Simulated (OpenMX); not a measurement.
Crystal: CdSe (Cadmoselite).

```xyz
4
Lattice="4.3000 0.0000 0.0000 -2.1500 3.7239 0.0000 0.0000 0.0000 7.0200" Properties=species:S:1:pos:R:3 pbc="T T T"
Cd    2.1500    1.2413    3.5100
Cd    0.0000    2.4826    0.0000
Se    2.1500    1.2413    6.2127
Se    0.0000    2.4826    2.7027
```

Base run:

```yaml
Program: OpenMX 3.8.5
Functional: PBE
Potentials_or_basis: OpenMX 2013 PBE set, Cd7.0-s3p2d2, Se7.0-s3p2d2, grid cutoff 500 Ry
k_mesh: 7 × 7 × 5
Occupations: fermi-dirac, width 0.05 eV
Spin: no spin polarisation
```

Its results: band gap on the k mesh 0.89 eV, direct; pressure 3.6 GPa; largest force 0.330 eV/Å.

Task: The run is repeated on the same cell with these changes: potentials or basis from OpenMX 2013 PBE set, Cd7.0-s3p2d2, Se7.0-s3p2d2, grid cutoff 500 Ry to OpenMX 2013 PBE set, Cd7.0-s3p2d2f1, Se7.0-s3p2d2f1, grid cutoff 500 Ry. What comes out?

Result: Band gap on the k mesh 0.77 eV, direct; pressure 3.0 GPa; largest force 0.301 eV/Å.

Caveats: the basis of atomic orbitals isn't converged, which shifts pressures, moduli and gaps.
